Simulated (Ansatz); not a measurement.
## Y under strains and displacements

Level of theory: DFT PBE, scalar-relativistic, plane waves, PAW in Ansatz 0.2.0.

Cutoff 420 eV; k points 15×15×8 on the computed 2-atom cell (Γ-centred); Gaussian smearing, width 0.10 eV; no spin polarisation.

Reference cell:

```
Y
1.0
     3.65150    0.00000    0.00000
    -1.82575    3.16229    0.00000
     0.00000    0.00000    5.74740
Y
2
Direct
  0.33333 0.66667 0.25000
  0.66667 0.33333 0.75000
```

Each variant moves atoms of this cell by the vectors given, if any (Å), and then applies a symmetric strain (tensor components, Cartesian axes). The reference cell isn't relaxed at this level. Energies are per atom at zero smearing, counted from the lowest variant. Pressure is positive in compression.

1. strain (xx yy zz yz xz xy, %) -1.22 -1.22 4.78 0.00 0.00 0.00
2. strain (xx yy zz yz xz xy, %) 5.75 5.75 2.75 0.00 0.00 0.00
3. strain (xx yy zz yz xz xy, %) -0.89 -0.89 0.61 0.00 0.00 0.00

```csv
result,ΔE (meV/atom),P (GPa)
A,86.1,-4.79
B,21.6,-1.19
C,0.0,0.07
```

(1) Which variant gave which result?

## Answers

(1) A is 2, B is 1, C is 3. The pressure falls as the cell grows: from the smallest volume to the largest the variants are 3, 1, 2.